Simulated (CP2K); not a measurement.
Sc under changes of volume

One of the cells (25.253 Å³/atom); the others are scaled copies at fixed shape and fractional positions:

```
Sc
1.0
     3.20960    0.00000    0.00000
    -1.37126    2.90192    0.00000
    -0.91917   -1.45096    2.71134
Sc
1
Direct
  0.00000 0.00000 0.00000
```

This isn't the form of Sc at room conditions, which is hcp.

- Program: CP2K 2026.2
- Functional: PBE
- Potentials or basis: POTENTIAL_UZH Sc GTH-PBE-q11; TZVP-MOLOPT-PBE-GTH basis
- Density cutoff: 6123 eV
- k mesh: 10 × 10 × 10
- Occupations: fermi-dirac, width 0.05 eV
- Spin: no spin polarisation

```tsv
volume (Å³/atom)	energy over the lowest point (meV/atom)	pressure (GPa)
23.738	?	?
24.243	1.86	1.2
24.748	0.00	0.1
25.253	1.47	-0.9
25.758	6.01	-1.8
26.264	13.38	-2.7
26.769	23.35	-3.5
```

Question: What does the run at 23.738 Å³/atom give?

Answer: Energy over the lowest point 7.34 meV/atom; pressure 2.4 GPa.

Worked out: A Birch-Murnaghan fit of order 3 (a polynomial in V^(-2/3)) to the other rows has its minimum at 24.77 Å³/atom with B0 = V·E''(V) = 52 GPa and B' = 3.0 at fixed shape and positions, which overstates the stiffness. It gives 7.33 meV/atom at 23.738 Å³/atom, against the run's 7.34, and -dE/dV = 2.3 GPa, against 2.4.

Energies are extrapolated to zero smearing.

Caveats: the basis of atomic orbitals isn't converged, which shifts pressures, moduli and gaps.
